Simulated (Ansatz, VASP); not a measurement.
**GaN: VASP beside Ansatz**

```
Ga N
1.0
     0.00000    2.20750    2.20750
     2.20750    0.00000    2.20750
     2.20750    2.20750    0.00000
Ga N
1 1
Direct
  0.00000 0.00000 0.00000
  0.25000 0.25000 0.25000
```

Change from the starting cell: volume scaled by 0.94.

Alike in both runs: task single point; functional PBE; k mesh 10 × 10 × 10; occupations fermi-dirac, width 0.05 eV; no spin polarisation.

|  | VASP | Ansatz |
| --- | --- | --- |
| version | VASP 6.6.1 | Ansatz 0.2.0 |
| potentials or method | VASP PAW PBE potentials, release 64 (Ga_d, N) | Ansatz PAW |
| plane-wave cutoff (eV) | 520 | 420 |
| valence electrons in the cell | 18 | 18 |

|  | VASP | Ansatz | Ansatz less VASP |
| --- | --- | --- | --- |
| gap on the k mesh at the Fermi level (eV) | 2.12 | 2.11 | -0.013 |
| least direct gap on the mesh (eV) | 2.12 | 2.11 | -0.013 |
| pressure (GPa) | 18.6 | 18.7 | +0.07 |

With one functional, cell and mesh, what is left measures potentials, basis and numerics.

Caveats: the pressure holds a Pulay correction of +0.6 GPa for the finite cutoff (Ansatz).
